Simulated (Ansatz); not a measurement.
**Relaxing In**

Theory: DFT PBE, scalar-relativistic, plane waves, PAW in Ansatz. Cutoff 420 eV, Γ-centred k mesh, Gaussian smearing, no spin polarisation in the final step.

In was placed on the sites of a reported Ba cell (Cmmm, No. 65), at a guessed volume.

```
In
1.0
     1.41226   -2.63670    0.00000
     1.41226    2.63670    0.00000
     0.00000    0.00000    4.11759
In
1
Cartesian
  0.0000 0.0000 0.0000
```

Steps on the 8×8×4 mesh (1 atom). 12 of 13 steps are shown, and the free energy counts from the last. Trial steps that were taken back and renewals of the plane-wave basis can be among the rows.

```csv
step,ΔF (meV/atom),V (Å³/atom),P (GPa)
1,442.0,30.67,6.58
2,284.6,32.75,1.94
3,198.0,32.81,-0.03
4,148.3,31.96,-1.08
5,111.9,30.27,-0.38
6,44.9,28.93,0.02
8,7.6,27.71,0.05
9,5.9,28.02,0.29
10,3.1,27.98,0.12
11,1.0,28.31,-0.17
12,0.6,28.04,0.09
13,0.0,28.04,0.14
```

A final relaxation ran on a 20×20×18 mesh. The relaxed crystal, P6/mmm (No. 191):

```
In
1.0
     3.25201    0.00000    0.00000
    -1.62600    2.81632    0.00000
     0.00000    0.00000    3.10872
In
1
Direct
  0.00000 0.00000 0.00000
```

```yaml
Volume_per_atom: 28.47 Å³
Density: 6.70 g/cm³
Energy_over_the_standard_structure: 0.05 eV/atom
Gap_on_the_20×20×18_mesh: 0 eV (a metal)
```

Energies count from the standard state of In at the same level.

The final run used a 20×20×18 mesh on its 1-atom cell and 0.10 eV smearing. For metals, differences of a few meV/atom aren't resolved.

Symmetry constrained the relaxation, so the result can be a saddle point.